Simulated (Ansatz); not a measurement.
GeS (Pnma), an elastic constant from a strain scan

The calculation used Ansatz, DFT PBE, scalar-relativistic, plane waves, PAW. Cutoff 420 eV, Γ-centred 4×8×6 k-points, Gaussian smearing of 0.05 eV. No spin polarisation. Energies are free energies at this smearing, counted from the undisturbed cell; pressure is positive in compression.

The starting cell (relaxed at this level):

```xyz
8
Lattice="10.7805 0.0000 0.0000 0.0000 3.6678 0.0000 0.0000 0.0000 4.4504" Properties=species:S:1:pos:R:3 pbc="T T T"
Ge    1.3573    0.9170    0.6005
Ge    9.4232    2.7509    3.8500
Ge    4.0329    2.7509    2.8257
Ge    6.7476    0.9170    1.6248
S     9.1324    0.9170    2.2366
S     1.6481    2.7509    2.2138
S     7.0384    2.7509    0.0114
S     3.7421    0.9170    4.4390
```

The cell holds layers and no dispersion correction was added, so their binding is poorly described.

The cell is strained by ε times the Voigt pattern (1, 0, 0, 0, 0, 0) (xx, yy, zz, yz, xz, xy; engineering shear) with fractional coordinates fixed. The cell holds 8 atoms in V0 = 175.97 Å³. The stress column is τ = (1/V0) dE/dε, got from the stress tensor σ (compression positive) at each point as −det(1 + εP) σ : P(1 + εP)⁻¹, with P the pattern as a tensor.

| ε | ΔE (meV/atom) | τ (GPa) |
| --- | --- | --- |
| -0.1000 | 108.780 | -18.485 |
| -0.0750 | 56.284 | -12.308 |
| -0.0500 | 22.998 | -7.265 |
| -0.0250 | 5.289 | -3.208 |
| 0.0000 | 0.000 | -0.007 |
| 0.0250 | 4.402 | 2.458 |
| 0.0500 | 16.151 | 4.290 |
| 0.0750 | 33.243 | 5.587 |
| 0.0875 | 43.254 | 6.061 |
| 0.1000 | ? | ? |

Which combination of elastic constants does this scan measure, and how large is it?

For small ε, τ = τ0 + Kε with K = pᵀCp, which for this pattern is C11 in the Cartesian frame shown. The parabola through τ at ε = -0.0250, 0 and 0.0250 has slope K = 113 GPa at zero. The energies per cell, E = NΔE, of the same two points give K = 2[E(ε₊)/ε₊ − E(ε₋)/ε₋]/[(ε₊ − ε₋)V0] = 113 GPa, in agreement. These are clamped-ion values.

Predict the withheld row at ε = 0.1000 from the harmonic law, and compare.

ΔE = V0(τ0 ε + Kε²/2)/N = 77.697 meV/atom and τ = 11.33 GPa. The calculation gives 53.990 meV/atom and 6.43 GPa: the energy lies 31 % below the harmonic value, as bonds soften when stretched.

Forces appear on the atoms along this scan, and letting them relax would lower the energy and soften the response.

Cost: 10 runs of about 5.3 core-minutes in all, on Intel Xeon Processor @ 2.70GHz (shared hosts).